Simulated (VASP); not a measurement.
Set up this calculation in VASP 6.6.1, as the native input.

```yaml
Task: single point
Functional: r2SCAN
Potentials_or_basis: VASP PAW PBE potentials, release 64 (Cu, O)
Cutoff: 520 eV
k_mesh: 6 × 6 × 6
Occupations: gaussian, width 0.05 eV
Spin: collinear spin, ferrimagnetic start
Starting_moments: "[0.6, -0.3, 0.0, 0.0] μB"
Hubbard_terms: Cu d U = 4 eV
Supercell_matrix: "[0, 1, 1, 1, 0, 1, 1, 1, 0]"
Further_INCAR_settings: ALGO = Normal; EDIFF = 1e-06
```

The structure of CuO lies in POSCAR:

```
CuO
1.0
    0.0000000000      2.5525506100      2.5525506100
    2.5525506100      0.0000000000      2.5525506100
    2.5525506100      2.5525506100      0.0000000000
Cu O
2 2
Direct
    0.0000000000      0.0000000000      0.0000000000
    0.5000000000      0.5000000000      0.5000000000
    0.2500000000      0.2500000000      0.2500000000
    0.7500000000      0.7500000000      0.7500000000
```

Measurements of this composition are mostly on another form, of space group No. 15.

The input as run:

INCAR

```
SYSTEM = CuO
ALGO = Normal
EDIFF = 1E-6
ENCUT = 520
ISIF = 2
ISMEAR = 0
ISPIN = 2
LASPH = .TRUE.
LCHARG = .FALSE.
LDAU = .TRUE.
LDAUJ = 0 0
LDAUL = 2 -1
LDAUPRINT = 1
LDAUTYPE = 2
LDAUU = 4 0
LMAXMIX = 4
LMIXTAU = .TRUE.
LORBIT = 11
LREAL = .FALSE.
LWAVE = .FALSE.
MAGMOM = 0.6 -0.3 0 0
METAGGA = R2SCAN
NELM = 60
PREC = Accurate
SIGMA = 0.05
```

KPOINTS

```
k-points
0
G
  6 6 6
  0 0 0
```

Potentials or basis: VASP PAW PBE potentials, release 64 (Cu, O).

Command:

```bash
$ cat potpaw_PBE.64/Cu/POTCAR potpaw_PBE.64/O/POTCAR > POTCAR
$ mpirun -np 1 vasp_std > vasp.out
```

It gave:

The pressure is 11.2 GPa and the band gap on the k mesh is none (metal or under the smearing width). The net moment is 2.00 μB per cell, the site moments are Cu +0.39; O +0.58 μB and the valence electrons inside the program's atomic spheres are Cu 9.96; O 4.93.

Caveat: the PAW data sets were made with another functional, which shifts forces and pressure a little.

Wall time 79 s on 1 thread of Intel(R) Xeon(R) 6975P-C (Granite Rapids), on a shared host, peak memory 0.18 GiB.
